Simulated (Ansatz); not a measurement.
Crystal: NiO.

```
Ni O
1.0
     2.50462    0.00000    0.00000
     0.00000    2.50462    0.00000
     0.00000    0.00000    2.50462
Ni O
1 1
Cartesian
  0.0000 0.0000 0.0000
  1.2523 1.2523 1.2523
```

Measurements of this composition are mostly on another form, of space group No. 225.

* Program: Ansatz 0.2.0
* Task: relaxation of cell and atoms
* Functional: PBE
* Dispersion: D3(BJ)
* Potentials or basis: Ansatz PAW
* Cutoff: 420 eV (not typed: the program's choice for these potentials)
* k mesh: 11 × 11 × 11
* Occupations: fermi-dirac, width 0.05 eV
* Spin: collinear spin, ferromagnetic start
* Starting moments: [1.0, 0.0] μB

At the start: volume 7.86 Å³/atom.

Task: How do energy, volume and symmetry change on relaxing?

Result: It ends after 8 steps and the volume is 8.81 Å³/atom (+12.1 %); space group Pm-3m (No. 221, to 0.05 Å); moment 1.96 μB per cell.

Step by step:
```csv
step,energy change (eV),largest force (eV/Å),volume (Å³)
1,0.0000,0.0000,15.71
2,-0.0533,0.0000,16.25
3,-0.1023,0.0000,17.53
4,-0.1024,0.0000,17.50
5,-0.1024,0.0000,17.51
6,-0.1172,0.0000,17.51
7,-0.1172,0.0000,17.61
8,-0.1176,0.0000,17.61
```

Final structure:
```
Ni O
1.0
     2.60171    0.00000    0.00000
     0.00000    2.60171    0.00000
     0.00000    0.00000    2.60171
Ni O
1 1
Direct
  0.00000 0.00000 0.00000
  0.50000 0.50000 0.50000
```

Caveat: the plane-wave basis is chosen anew once the cell has moved, so the energies of steps on either side of that aren't comparable; the pressure holds a Pulay correction of +0.7 GPa for the finite cutoff; a cell with one magnetic atom can't hold antiferromagnetic order, which such compounds often take; pairwise dispersion overbinds metals, which lowers pressure and volume.
